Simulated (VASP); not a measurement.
Runs of VASP 6.6.1 on Os. It takes space group P6_3/mmc (No. 194, hexagonal). The conventional cell has a = 2.734 Å, b = 2.734 Å, c = 4.320 Å, α = 90.00°, β = 90.00°, γ = 120.00°. Os (site symmetry -6m2) has 12 Os at 2.68 to 2.73 Å as nearest neighbours. 

| task | level | cell | cutoff (eV) | smearing | gap on the mesh (eV) | pressure (GPa) | relaxed volume (Å³/atom) |
| --- | --- | --- | --- | --- | --- | --- | --- |
| band structure | r2SCAN | as given | 520 | fermi-dirac 0.05 eV | - | 2.1 | - |
| single point | PBE | as given | 520 | gaussian 0.013 eV | none | 8.8 | - |
| single point | PBE | as given | 520 | gaussian 0.012 eV | none | 8.8 | - |
| single point | PBE | as given | 520 | gaussian 0.02 eV | none | 8.8 | - |
| relaxation of cell and atoms | r2SCAN | relaxed | 600 | fermi-dirac 0.05 eV | none | 0.0 | 14.05 |
| band structure | TPSS | as given | 520 | fermi-dirac 0.05 eV | - | 3.1 | - |
| relaxation of cell and atoms | TPSS | relaxed | 600 | fermi-dirac 0.05 eV | none | 0.0 | (a) |

Alike in all rows: potentials or basis VASP PAW PBE potentials, release 64 (Os); no spin polarisation; k mesh 11 × 11 × 6.

Task: Fill in the values left out.

Result: (a) 14.09.

Caveats: the PAW data sets were made with another functional, which shifts forces and pressure a little (some runs); spin-orbit coupling is left out, which moves the levels of the heavy elements (some runs).

A k mesh can miss the band edges, and the runs leave out spin-orbit coupling on Os.

A gap of «none» marks a metal or a gap under the smearing width.
